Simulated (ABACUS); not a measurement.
Runs of ABACUS 3.10.1 on SrO. The structure is cubic, space group Fm-3m (No. 225). Conventional cell: a = 5.133 Å, b = 5.133 Å, c = 5.133 Å, α = 90.00°, β = 90.00°, γ = 90.00°. Sr (site symmetry m-3m) is surrounded by 6 O at 2.57 Å. O (site symmetry m-3m) is surrounded by 6 Sr at 2.57 Å. 

| task | level | potentials or basis | cell | k mesh | cutoff (eV) | radial cutoff of the potentials (pseudo_rcut) | SCF threshold on the density | eigensolver | symmetry key | path | gap on the mesh (eV) | pressure (GPa) | V0 of scaled cells (Å³/atom) | B0 (GPa) |
| --- | --- | --- | --- | --- | --- | --- | --- | --- | --- | --- | --- | --- | --- | --- |
| equation of state | PBE | PseudoDojo NC SR 0.4.1 PBE standard, plane waves | as given | 9 × 9 × 9 | 1143 | 10 bohr | 1e-08 | dav | 1 | - | - | - | 17.49 | 85 |
| equation of state | PBEsol | PseudoDojo NC SR 0.4.1 PBEsol standard, plane waves | as given | 9 × 9 × 9 | 1143 | 7 bohr | 1e-08 | dav | 1 | - | - | - | 16.77 | 94 |
| single point | M06-L | SG15 ONCV 1.2 PBE, plane waves | as given | 6 × 6 × 6 | 1320 | 10 bohr | 1e-08 | dav | 1 | - | (b) | 3.3 | - | - |
| relaxation of cell and atoms | PBE | PseudoDojo NC SR 0.5 PBE stringent, DZP LCAO (the cutoffs set its grid) | relaxed | 8 × 8 × 8 | 1361 | 10 bohr | 1e-07 | genelpa | 1 | - | - | 0.0 | - | - |
| single point | PBE | PseudoDojo NC SR 0.4.1 PBE standard, plane waves | as given | 9 × 9 × 9 | 1143 | 10 bohr | 1e-08 | dav | 1 | - | 3.38 | (a) | - | - |

Alike in all rows: no spin polarisation; smearing fermi-dirac 0.05 eV.

Q: Fill in the values left out.

A: (a) 3.1; (b) 3.13.

Caveats: the potentials were made for another functional, which shifts forces and pressure (some runs); the atomic orbitals were generated for these runs and aren't a published set (some runs); the basis of atomic orbitals isn't converged, which shifts pressures, moduli and gaps (some runs); an odd mesh through Γ misses points on the zone boundary, where band edges often lie (some runs).

A k mesh can miss the band edges, and the runs leave out spin-orbit coupling on Sr.

Not every run made on this cell is shown here.
